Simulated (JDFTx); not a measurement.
Crystal: RbBr.

```
CELL_PARAMETERS angstrom
0.00000 3.42700 3.42700
3.42700 0.00000 3.42700
3.42700 3.42700 0.00000
ATOMIC_POSITIONS crystal
Rb 0.00000 0.00000 0.00000
Br 0.50000 0.50000 0.50000
```

| Item | Value |
| --- | --- |
| Program | JDFTx 1.7.0 (patched build) |
| Task | relaxation of cell and atoms |
| Functional | PBE |
| Dispersion | D2 |
| Potentials or basis | PseudoDojo-SR-PBE-0.5-standard |
| Cutoff | 626 eV |
| Density cutoff | 5007 eV |
| k mesh | 7 × 7 × 7 |
| Occupations | fermi-dirac, width 0.05 eV |
| Spin | no spin polarisation |

At the start: pressure 0.6 GPa; volume 40.25 Å³/atom.

Q: How do energy, volume and symmetry change on relaxing?

A: Over 5 steps the energy falls by 2.5 meV/atom and the volume is 41.57 Å³/atom (+3.3 %); space group Fm-3m (No. 225, to 0.05 Å).

The path:
| step | energy change (eV) | largest force (eV/Å) | pressure (GPa) | volume (Å³) |
| --- | --- | --- | --- | --- |
| 1 | 0.0000 | 0.0000 | 0.63 | 80.50 |
| 2 | -0.0011 | 0.0000 | 0.55 | 80.79 |
| 3 | -0.0051 | 0.0000 | 0.01 | 83.08 |
| 4 | -0.0051 | 0.0000 | 0.00 | 83.13 |
| 5 | -0.0051 | 0.0000 | 0.00 | 83.13 |

Final structure:
```
Rb Br
1.0
     0.00000    3.46402    3.46402
     3.46402    0.00000    3.46402
     3.46402    3.46402    0.00000
Rb Br
1 1
Cartesian
  0.0000 0.0000 0.0000
  3.4640 3.4640 3.4640
```
